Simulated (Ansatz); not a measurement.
**Equation of state of Tc**

```
Tc
1.0
     2.74000    0.00000    0.00000
    -1.37000    2.37291    0.00000
     0.00000    0.00000    4.39800
Tc
2
Cartesian
  0.0000 1.5819 1.0995
  1.3700 0.7910 3.2985
```

Conventional cell: a = 2.740 Å, b = 2.740 Å, c = 4.398 Å, α = 90.00°, β = 90.00°, γ = 120.00°. Tc (atom 1) has 12 Tc at 2.71 to 2.74 Å as nearest neighbours.

The cell is COD entry 1541062, as deposited and not checked against the literature; nothing was relaxed.

These are results of DFT, PBE, all-electron LAPW, scalar-relativistic in Ansatz 0.2.0, not measurements.

For LAPW: a Γ-centred 17×17×9 k mesh, Fermi–Dirac smearing of 0.08 eV, basis error target 1 meV/atom, no spin polarisation.

The cell above is scaled evenly, with fractional coordinates and shape held.

(1) Estimate the equilibrium volume and bulk modulus that LAPW (all electrons) gives for this fixed shape.

Results:

(1) V0 = 14.44 Å³/atom, B0 = 299 GPa, B0′ = 4.5, from a third-order Birch–Murnaghan fit to these pressures:
```csv
V/V(cell),V (Å³/atom),"P, LAPW (GPa)"
0.9405,13.447,25.09
0.9800,14.011,9.73
1.0000,14.297,3.11
1.0200,14.583,-2.82
1.0600,15.155,-12.90
```
